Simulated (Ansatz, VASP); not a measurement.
## Mo in VASP and in Ansatz

Contents of INCAR:

```
SYSTEM = Mo
PREC = Accurate ; ENCUT = 520
EDIFF = 1E-6 ; ISMEAR = -1
SIGMA = 0.08 ; LREAL = .False.
LASPH = .True. ; NELM = 60
ALGO = Normal ; ISIF = 2
LWAVE = .False. ; LCHARG = .True.
LELF = .True. ; LVHAR = .True.
NBANDS = 13
```

KPOINTS

```
Automatic mesh
0
Gamma
  17 17 17
  0 0 0
```

The input POSCAR:

```
Mo
1.0
   -1.3682600795      1.3682600795      1.3682600795
    1.3682600795     -1.3682600795      1.3682600795
    1.3682600795      1.3682600795     -1.3682600795
Mo
1
Direct
    0.0000000000      0.0000000000      0.0000000000
```

Input for Ansatz:

```yaml
crystal:
  lattice:
    - [-1.3682600795, 1.3682600795, 1.3682600795]
    - [1.3682600795, -1.3682600795, 1.3682600795]
    - [1.3682600795, 1.3682600795, -1.3682600795]
  atoms:
    - { symbol: Mo, position: [0.0, 0.0, 0.0] }
kpoints:
  mp_grid: { grid: [17, 17, 17] }
scf:
  occupations: { method: fermi_dirac, width: 0.08 }
hamiltonian:
  xc: lda
  pseudopotentials: { kind: all_electron, lapw: { basis_error: 0.001 } }
output:
  forces: true
  stress: true
  eigenvalues: true
  populations: true
```

Change from the starting cell: volume scaled by 0.68, LAPW.

Alike in both runs: task single point; functional LDA; k mesh 17 × 17 × 17; occupations fermi-dirac, width 0.08 eV; no spin polarisation.

```csv
,VASP,Ansatz
version,VASP 6.6.1,Ansatz 0.2.0
potentials or method,"VASP PAW LDA potentials, release 64 (Mo_sv)","all-electron LAPW, scalar-relativistic"
plane-wave cutoff (eV),520,see its input
```

VASP gave:

```
pressure (GPa) : 247.6
```

Question: Which values does Ansatz return?

Answer: Pressure (GPa): 242.9.

Ansatz ran all-electron here, so the differences hold the error of VASP's frozen core and of both bases.

Caveats: the cell as given lies far from equilibrium; so large a pressure means that the cell lies far from this level's equilibrium, or that cutoff or potentials fall short (VASP).
